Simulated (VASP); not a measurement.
# ZnGe2N2 (P2_1/m) in VASP: band structure with PBE

Aim: the band structure of ZnGe2N2 with PBE.

All numbers are computed with VASP 6.6.1; they aren't measurements. Logs are shortened: lines on timing, memory, paths and dates and some standing lists are left out, and cuts for length are marked.

## Step 1: Starting point

Symmetry: P2_1/m, No. 11, monoclinic system. The conventional cell has a = 5.452 Å, b = 3.112 Å, c = 7.991 Å, α = 90.00°, β = 90.30°, γ = 90.00°. Zn (site symmetry m) has 2 N at 2.02 Å as nearest neighbours. Ge (site symmetry m) has 3 N at 1.99 Å as nearest neighbours. Around Ge (site symmetry m) lie 3 N at 2.01 to 2.04 Å. N (site symmetry m) is surrounded by 3 Ge at 1.99 to 2.01 Å and 1 Zn at 2.02 Å. Around N (site symmetry m) lie 3 Ge at 1.99 to 2.04 Å and 1 Zn at 2.02 Å.

The cell was built by a generator and needn't be a form met in nature.

## Step 2: Band structure, PBE

POSCAR reads:

```
ZnGe2N2
1.0
    5.4524410000      0.0000000000      0.0000000000
    0.0000000000      3.1118200000      0.0000000000
   -0.0419090000      0.0000000000      7.9911130000
Zn Ge N
2 4 4
Direct
    0.1893860000      0.2500000000      0.0008600000
    0.8106140000      0.7500000000      0.9991400000
    0.4172790000      0.7500000000      0.3568130000
    0.9129940000      0.2500000000      0.3583830000
    0.5827210000      0.2500000000      0.6431870000
    0.0870060000      0.7500000000      0.6416170000
    0.2562910000      0.2500000000      0.7521500000
    0.7488430000      0.7500000000      0.7493050000
    0.2511570000      0.2500000000      0.2506950000
    0.7437090000      0.7500000000      0.2478500000
```

INCAR.step1 reads:

```
SYSTEM = ZnGe2N2
PREC     = Accurate       ! precision mode
ENCUT    = 520            ! plane-wave cutoff, eV
EDIFF    = 1E-6           ! SCF threshold, eV
ISMEAR   = 0              ! smearing method
SIGMA    = 0.1            ! smearing width, eV
LREAL    = .False.        ! projectors in reciprocal space
LASPH    = .True.         ! aspherical terms in the spheres
NELM     = 60             ! most SCF steps
ALGO     = Normal         ! electronic algorithm
ISIF     = 2              ! what is computed and relaxed
LWAVE    = .False.        ! write WAVECAR
LCHARG   = .True.         ! write CHGCAR
GGA      = PE             ! functional
KPAR     = 4
```

KPOINTS.step1 reads:

```
regular mesh
0
Gamma
  6 10 4
  0 0 0
```

INCAR.step2 reads:

```
SYSTEM = ZnGe2N2
PREC     = Accurate       ! precision mode
ENCUT    = 520            ! plane-wave cutoff, eV
EDIFF    = 1E-6           ! SCF threshold, eV
ISMEAR   = 0              ! smearing method
SIGMA    = 0.05           ! smearing width, eV
LREAL    = .False.        ! projectors in reciprocal space
LASPH    = .True.         ! aspherical terms in the spheres
NELM     = 60             ! most SCF steps
ALGO     = Normal         ! electronic algorithm
ISIF     = 2              ! what is computed and relaxed
LWAVE    = .False.        ! write WAVECAR
LCHARG   = .False.        ! write CHGCAR
GGA      = PE             ! functional
KPAR     = 4            
ICHARG   = 11             ! starting density
```

KPOINTS.step2 reads:

```
path GYHCEM1AXH1,MDZ,YD
10
line-mode
reciprocal
 0.0000000000  0.0000000000  0.0000000000  G
 0.0000000000  0.0000000000  0.5000000000  Y

 0.0000000000  0.0000000000  0.5000000000  Y
-0.4982245734  0.0000000000  0.5038294947  H

-0.4982245734  0.0000000000  0.5038294947  H
-0.5000000000  0.0000000000  0.5000000000  C

-0.5000000000  0.0000000000  0.5000000000  C
-0.5000000000  0.5000000000  0.5000000000  E

-0.5000000000  0.5000000000  0.5000000000  E
-0.5017754266  0.5000000000  0.4961705053  M1

-0.5017754266  0.5000000000  0.4961705053  M1
-0.5000000000  0.5000000000  0.0000000000  A

-0.5000000000  0.5000000000  0.0000000000  A
-0.5000000000  0.0000000000  0.0000000000  X

-0.5000000000  0.0000000000  0.0000000000  X
-0.5017754266  0.0000000000  0.4961705053  H1

-0.4982245734  0.5000000000  0.5038294947  M
 0.0000000000  0.5000000000  0.5000000000  D

 0.0000000000  0.5000000000  0.5000000000  D
 0.0000000000  0.5000000000  0.0000000000  Z

 0.0000000000  0.0000000000  0.5000000000  Y
 0.0000000000  0.5000000000  0.5000000000  D
```

Potentials or basis: VASP PAW PBE potentials, release 64 (Zn, Ge_d, N).

Started as:

```sh
$ cat potpaw_PBE.64/Zn/POTCAR potpaw_PBE.64/Ge_d/POTCAR potpaw_PBE.64/N/POTCAR > POTCAR
$ cp INCAR.step1 INCAR
$ cp KPOINTS.step1 KPOINTS
$ mpirun -np 4 vasp_std > vasp.out
$ cp INCAR.step2 INCAR
$ cp KPOINTS.step2 KPOINTS
$ mpirun -np 4 vasp_std > vasp.out
```

OUTCAR:

```text
SYSTEM = ZnGe2N2
   PREC = Accurate
   ENCUT = 520
   EDIFF = 1E-6
   ISMEAR = 0
   LREAL = .False.
   LASPH = .True.
   NELM = 60
   ISIF = 2
   GGA = PE
   ICHARG = 11

 ion  position               nearest neighbor table
   1  0.189  0.250  0.001-   7 2.02   9 2.02   2 2.59   2 2.59
   2  0.811  0.750  0.999-  10 2.02   8 2.02   1 2.59   1 2.59
   3  0.417  0.750  0.357-  10 1.99   9 1.99   9 1.99   5 2.91   5 2.91   6 2.91
   4  0.913  0.250  0.358-  10 2.01  10 2.01   9 2.04   6 2.90   6 2.90   5 2.91
   5  0.583  0.250  0.643-   7 1.99   8 1.99   8 1.99   3 2.91   3 2.91   4 2.91
   6  0.087  0.750  0.642-   7 2.01   7 2.01   8 2.04   4 2.90   4 2.90   3 2.91
   7  0.256  0.250  0.752-   5 1.99   6 2.01   6 2.01   1 2.02
   8  0.749  0.750  0.749-   5 1.99   5 1.99   2 2.02   6 2.04
   9  0.251  0.250  0.251-   3 1.99   3 1.99   1 2.02   4 2.04
  10  0.744  0.750  0.248-   3 1.99   4 2.01   4 2.01   2 2.02

  LATTYP: Found a simple monoclinic cell.
 ALAT       =     5.4524410000
 B/A-ratio  =     0.5707205268
 C/A-ratio  =     1.4656229924
 COS(beta)  =    -0.0052443788

  Lattice vectors:

 A1 = (   5.4524410000,   0.0000000000,   0.0000000000)
 A2 = (   0.0000000000,   3.1118200000,   0.0000000000)
 A3 = (  -0.0419090000,   0.0000000000,   7.9911130000)

Analysis of symmetry for initial positions (statically):
=====================================================================
 Subroutine PRICEL returns:
 Original cell was already a primitive cell.

 Routine SETGRP: Setting up the symmetry group for a
 simple monoclinic supercell.

 Subroutine GETGRP returns: Found  4 space group operations
 (whereof  2 operations were pure point group operations)
 out of a pool of  4 trial point group operations.

The static configuration has the point symmetry S_2 .
 The point group associated with its full space group is C_2h.

Analysis of symmetry for dynamics (positions and initial velocities):
=====================================================================
 Subroutine PRICEL returns:
 Original cell was already a primitive cell.

 Routine SETGRP: Setting up the symmetry group for a
 simple monoclinic supercell.

 Subroutine GETGRP returns: Found  4 space group operations
 (whereof  2 operations were pure point group operations)
 out of a pool of  4 trial point group operations.

The dynamic configuration has the point symmetry S_2 .
 The point group associated with its full space group is C_2h.

 Subroutine INISYM returns: Found  4 space group operations
 (whereof  2 operations are pure point group operations),
 and found     1 'primitive' translations

----------------------------------------------------------------------------------------

                                     Primitive cell

  volume of cell :     135.5853

  direct lattice vectors                    reciprocal lattice vectors
     5.452441000  0.000000000  0.000000000     0.183404094  0.000000000  0.000961854
     0.000000000  3.111820000  0.000000000     0.000000000  0.321355348  0.000000000
    -0.041909000  0.000000000  7.991113000     0.000000000  0.000000000  0.125139014

  length of vectors
     5.452441000  3.111820000  7.991222894     0.183406616  0.321355348  0.125139014

  position of ions in fractional coordinates (direct lattice)
     0.189386000  0.250000000  0.000860000
     0.810614000  0.750000000  0.999140000
     0.417279000  0.750000000  0.356813000
     0.912994000  0.250000000  0.358383000
     0.582721000  0.250000000  0.643187000
     0.087006000  0.750000000  0.641617000
     0.256291000  0.250000000  0.752150000
     0.748843000  0.750000000  0.749305000
     0.251157000  0.250000000  0.250695000
     0.743709000  0.750000000  0.247850000

  ion indices of the primitive-cell ions
   primitive index   ion index
                 1           1
                 2           2
                 3           3
                 4           4
                 5           5
                 6           6
                 7           7
                 8           8
                 9           9
                10          10

----------------------------------------------------------------------------------------

 KPOINTS: path GYHCEM1AXH1,MDZ,YD

Interpolating k-points between supplied coordinates.

 Line segments in fractional coordinates (reciprocal lattice):
    0.000000  0.000000  0.000000  ...  0.000000  0.000000  0.500000
    0.000000  0.000000  0.500000  ... -0.498225  0.000000  0.503829
   -0.498225  0.000000  0.503829  ... -0.500000  0.000000  0.500000
   -0.500000  0.000000  0.500000  ... -0.500000  0.500000  0.500000
   -0.500000  0.500000  0.500000  ... -0.501775  0.500000  0.496171
   -0.501775  0.500000  0.496171  ... -0.500000  0.500000  0.000000
   -0.500000  0.500000  0.000000  ... -0.500000  0.000000  0.000000
   -0.500000  0.000000  0.000000  ... -0.501775  0.000000  0.496171
   -0.498225  0.500000  0.503829  ...  0.000000  0.500000  0.500000
    0.000000  0.500000  0.500000  ...  0.000000  0.500000  0.000000
    0.000000  0.000000  0.500000  ...  0.000000  0.500000  0.500000

 Generated    10 points on each line segment, for a total of    110 k-points:

 Following reciprocal coordinates:
            Coordinates               Weight
  0.000000  0.000000  0.000000      0.009091
  0.000000  0.000000  0.055556      0.009091
  0.000000  0.000000  0.111111      0.009091
  0.000000  0.000000  0.166667      0.009091
  0.000000  0.000000  0.222222      0.009091
  0.000000  0.000000  0.277778      0.009091
[... 16 lines left out ...]
 -0.498619  0.000000  0.502978      0.009091
 -0.498816  0.000000  0.502553      0.009091
 [... further k-points ...]
   k-points           NKPTS =    110   k-points in BZ     NKDIM =    110   number of bands    NBANDS=     60
   number of dos      NEDOS =    301   number of ions     NIONS =     10
   total plane-waves  NPLWV =  60480
   dimension x,y,z NGX =    42 NGY =   24 NGZ =   60
   dimension x,y,z NGXF=    84 NGYF=   48 NGZF=  120
   ions per type =               2   4   4
   NGX,Y,Z   is equivalent  to a cutoff of  12.81, 12.82, 12.48 a.u.
   NGXF,Y,Z  is equivalent  to a cutoff of  25.61, 25.64, 24.96 a.u.
 SYSTEM =  ZnGe2N2
   PREC   = accura    normal or accurate (medium, high low for compatibility)
   ISTART =      0    job   : 0-new  1-cont  2-samecut
   ICHARG =     11    charge: 1-file 2-atom 10-const
   ISPIN  =      1    spin polarized calculation?
   LNONCOLLINEAR =      F non collinear calculations
   LSORBIT =      F    spin-orbit coupling
   LASPH  =      T    aspherical Exc in radial PAW
   ENCUT  =  520.0 eV  38.22 Ry    6.18 a.u.  10.14  5.79 14.86*2*pi/ulx,y,z
   NELM   =     60;   NELMIN=  2; NELMDL=  0     # of ELM steps
   EDIFF  = 0.1E-05   stopping-criterion for ELM
   LREAL  =      F    real-space projection
   EDIFFG = 0.1E-04   stopping-criterion for IOM
   NSW    =      0    number of steps for IOM
   IBRION =     -1    ionic relax: 0-MD 1-quasi-New 2-CG
   NFREE  =      0    steps in history (QN), initial steepest desc. (CG)
   ISIF   =      2    stress and relaxation
   ISYM   =      2    0-nonsym 1-usesym 2-fastsym
   POTIM  = 0.5000    time-step for ionic-motion
   TEBEG  =    0.0;   TEEND  =   0.0 temperature during run
   PSTRESS=    0.0 pullay stress
   NELECT =     100.0000    total number of electrons
   NUPDOWN=      -1.0000    fix difference up-down
   EMIN   =  10.00;   EMAX   =-10.00  energy-range for DOS
   EFERMI =   0.00;   METHOD = LEGACY
   ISMEAR =     0;   SIGMA  =   0.05  broadening in eV -4-tet -1-fermi 0-gaus
   EFERMI_NEDOS =   21; number of points for ismear=-14 and -15
   IALGO  =     38    algorithm
   IMIX   =      4    mixing-type and parameters
     AMIX     =   0.40;   BMIX     =  1.00
     AMIX_MAG =   1.60;   BMIX_MAG =  1.00
  volume/ion in A,a.u.               =      13.56        91.50
  Fermi-wavevector in a.u.,A,eV,Ry     =   1.479122  2.795135 29.766842  2.187801
  Thomas-Fermi vector in A             =   2.593318
   LORBIT       =      0    0 simple, 1 ext, 2 COOP (PROOUT), +10 PAW based schemes
   GGA     = PE    functional components
   LHFCALC =     F    Hartree Fock is set to
   AEXX    =    0.0000 exact exchange contribution
   IVDW    =     0    specifies the selected vdW correction
   LEPSILON=     F    determine dielectric tensor
   LRPA    =     F    only Hartree local field effects (RPA)
 non-spin polarized calculation
 Gauss-broadening in eV      SIGMA  =   0.05
  energy-cutoff  :      520.00
  volume of cell :      135.59
 maximum number of plane-waves:      3684
 NGX is ok and might be reduce to    42

 number of electron     100.0000011 magnetization

 Free energy of the ion-electron system (eV)
  ---------------------------------------------------
  ext. energy  EPLUGINS =         0.00000000
  ---------------------------------------------------
  free energy    TOTEN  =       -50.76476387 eV

  energy without entropy =      -50.76311728  energy(sigma->0) =      -50.76394058

 E-fermi :   5.6520     XC(G=0): -11.2297

 val. band max:        5.6303231036   @ k =   0.0000   0.4444   0.5000
 cond. band min:       5.6757296934   @ k =  -0.5012   0.5000   0.3308
 fundamental gap:      0.0454065899
 Fermi energy:         5.6520357811

 k-point     1 :       0.0000    0.0000    0.0000
  band No.  band energies     occupation
      1     -19.3824      2.00000
      2     -19.3632      2.00000
      3     -19.3188      2.00000
      4     -19.3015      2.00000
      5     -19.2984      2.00000
      6     -19.2972      2.00000
[... 52 lines left out ...]
     59      11.3801      0.00000
     60      11.5461      0.00000

 k-point     2 :       0.0000    0.0000    0.0556
  band No.  band energies     occupation
      1     -19.3824      2.00000
      2     -19.3632      2.00000
      3     -19.3189      2.00000
      4     -19.3015      2.00000
      5     -19.2984      2.00000
      6     -19.2972      2.00000
[... 1383 lines left out ...]
      4     -19.3087      2.00000
      5     -19.3060      2.00000
      6     -19.2832      2.00000
[... 52 lines left out ...]
     59      11.4282      0.00000
     60      11.5991      0.00000

 [... further k-points ...]

------------------------ aborting loop because EDIFF is reached ----------------------------------------

  FORCE on cell =-STRESS in cart. coord.  units (eV):
  Direction    XX          YY          ZZ          XY          YZ          ZX
  --------------------------------------------------------------------------------------
  -------------------------------------------------------------------------------------
  Total       -2.5952130     -2.7579176     -4.5240713      0.0000000      0.0000000     -2.1441125
  in kB      -30.6669705    -32.5896095    -53.4597971      0.0000000      0.0000000    -25.3364305
  external PRESSURE =     -38.9054590 kB  Pullay stress =       0.0000000 kB

 VOLUME and BASIS-vectors are now :
 -----------------------------------------------------------------------------
  energy-cutoff  :      520.00
  volume of cell :      135.59
      direct lattice vectors                 reciprocal lattice vectors
     5.452441000  0.000000000  0.000000000     0.183404094  0.000000000  0.000961854
     0.000000000  3.111820000  0.000000000     0.000000000  0.321355348  0.000000000
    -0.041909000  0.000000000  7.991113000     0.000000000  0.000000000  0.125139014

 POSITION                                       TOTAL-FORCE (eV/Angst)
 -----------------------------------------------------------------------------------
      1.03258      0.77795      0.00687        -0.057219     -0.000000     -0.005415
      4.37795      2.33386      7.98424         0.057219     -0.000000      0.005415
      2.26024      2.33386      2.85133         0.416041     -0.000000     -0.221000
      4.96303      0.77795      2.86388         0.155817     -0.000000     -0.450288
      3.15030      0.77795      5.13978        -0.416041     -0.000000      0.221000
      0.44751      2.33386      5.12723        -0.155817      0.000000      0.450288
      1.36589      0.77795      6.01052        -0.126415     -0.000000     -0.115505
      4.05162      2.33386      5.98778         0.261417     -0.000000      0.083642
      1.35891      0.77795      2.00333        -0.261417      0.000000     -0.083642
      4.04464      2.33386      1.98060         0.126415     -0.000000      0.115505
 -----------------------------------------------------------------------------------
    total drift:                               -0.000000     -0.000000      0.000000

  FREE ENERGIE OF THE ION-ELECTRON SYSTEM (eV)
  ---------------------------------------------------
  free  energy   TOTEN  =       -50.7647638724 eV

  energy  without entropy=      -50.7631172827  energy(sigma->0) =      -50.76394058
```

It took 4 min on 4 MPI ranks of Intel Xeon Platinum 8488C (Sapphire Rapids), shared host; peak memory 0.71 GiB.

Results:

```
Band gap along the path : none (metal or under the smearing width)
```

Levels at the corners of the path, in eV from the Fermi level:
```csv
point,band 46,band 47,band 48,band 49,band 50,band 51,band 52,band 53,band 54,band 55
Γ,-2.81,-2.72,-2.64,-1.71,-0.12,0.16,1.80,2.33,2.38,2.53
Y,-2.78,-2.70,-2.67,-2.43,-1.17,0.11,1.49,1.92,2.27,4.17
Y,-2.78,-2.70,-2.67,-2.43,-1.17,0.11,1.49,1.92,2.27,4.17
H,-3.40,-2.40,-2.24,-0.74,-0.03,0.63,1.01,2.51,3.09,4.04
H,-3.40,-2.40,-2.24,-0.74,-0.03,0.63,1.01,2.51,3.09,4.04
C,-3.40,-2.40,-2.24,-0.74,-0.03,0.63,1.01,2.51,3.09,4.04
C,-3.40,-2.40,-2.24,-0.74,-0.03,0.63,1.01,2.51,3.09,4.04
E,-4.09,-3.20,-3.20,-1.46,-1.46,-0.40,-0.40,1.58,1.58,4.11
E,-4.09,-3.20,-3.20,-1.46,-1.46,-0.40,-0.40,1.58,1.58,4.11
M1,-4.09,-3.20,-3.20,-1.46,-1.46,-0.40,-0.40,1.58,1.58,4.11
M1,-4.09,-3.20,-3.20,-1.46,-1.46,-0.40,-0.40,1.58,1.58,4.11
A,-3.94,-3.74,-3.74,-1.81,-1.81,0.43,0.43,2.11,2.11,2.86
A,-3.94,-3.74,-3.74,-1.81,-1.81,0.43,0.43,2.11,2.11,2.86
X,-3.55,-3.35,-3.23,-0.65,0.35,1.17,1.72,2.50,2.63,4.15
X,-3.55,-3.35,-3.23,-0.65,0.35,1.17,1.72,2.50,2.63,4.15
H1,-3.40,-2.40,-2.24,-0.74,-0.03,0.63,1.01,2.51,3.09,4.04
M,-4.09,-3.20,-3.20,-1.46,-1.46,-0.40,-0.40,1.58,1.58,4.11
D,-4.78,-2.41,-2.41,-0.78,-0.78,0.18,0.18,2.94,2.94,3.21
D,-4.78,-2.41,-2.41,-0.78,-0.78,0.18,0.18,2.94,2.94,3.21
Z,-4.25,-2.70,-2.70,-1.01,-1.01,-0.12,-0.12,3.12,3.12,3.71
Y,-2.78,-2.70,-2.67,-2.43,-1.17,0.11,1.49,1.92,2.27,4.17
D,-4.78,-2.41,-2.41,-0.78,-0.78,0.18,0.18,2.94,2.94,3.21
```

Caveat: the log is that of the step along the path at fixed density, whose energy, stress, charges and moments have no meaning.
